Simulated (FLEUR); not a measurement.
Runs of FLEUR MaX-R8.1 (later development tree) on GaAs. Symmetry: F-43m, No. 216, cubic system. The conventional cell has a = 5.654 Å, b = 5.654 Å, c = 5.654 Å, α = 90.00°, β = 90.00°, γ = 90.00°. As (site symmetry -43m) has 4 Ga at 2.45 Å as nearest neighbours. Around Ga (site symmetry -43m) lie 4 As at 2.45 Å. 

| task | level | k mesh | gmax | muffin-tin radii | max iterations | mixing factor | mixer | kmax | mesh quality | gap on the mesh (eV) | V0 of scaled cells (Å³/atom) | B0 (GPa) |
| --- | --- | --- | --- | --- | --- | --- | --- | --- | --- | --- | --- | --- |
| band structure | PBEsol | 8 × 8 × 8 | 14.2 1/bohr | As 2.14, Ga 2.14 bohr | 60 | 0.05 | Anderson | 4.58 1/bohr | not flagged | 0.45 | - | - |
| equation of state | r2SCAN | 8 × 8 × 8 | 14.6 1/bohr | As 2.08, Ga 2.08 bohr | - | - | - | 4.71 1/bohr | not flagged | - | 22.77 | 73 |
| band structure | r2SCAN | 8 × 8 × 8 | 14.2 1/bohr | As 2.14, Ga 2.14 bohr | 80 | 0.05 | Anderson | 4.58 1/bohr | not flagged | 1.02 | - | - |
| equation of state | LDA | 8 × 8 × 8 | 14.6 1/bohr | As 2.08, Ga 2.08 bohr | - | - | - | 4.71 1/bohr | not flagged | - | 21.97 | 74 |
| single point | HSE06 | 4 × 4 × 4 | 14.2 1/bohr | As 2.14, Ga 2.14 bohr | 30 | 0.05 | Anderson | 4.58 1/bohr | coarse | 1.48 | - | - |
| equation of state | PBEsol | 8 × 8 × 8 | 14.6 1/bohr | As 2.08, Ga 2.08 bohr | - | - | - | 4.71 1/bohr | not flagged | - | (a) | (b) |
| single point | PBEsol | 8 × 8 × 8 | 14.6 1/bohr | As 2.08, Ga 2.08 bohr | 60 | 0.05 | Anderson | 4.71 1/bohr | not flagged | 0.45 | - | - |

Alike in all rows: potentials or basis all-electron, FLAPW; no spin polarisation; cell as given; smearing fermi-dirac 0.05 eV.

Fill in the values left out.

(a) 22.65; (b) 69.

Caveats: some runs use coarse meshes; the meta-GGA is that of a development version, with a GGA for the radial functions and cores and without core tails (some runs); core states are solved in the semilocal potential (some runs).

A k mesh can miss the band edges, and the runs leave out spin-orbit coupling on As, Ga.

The runs were made with more than one version of the program.
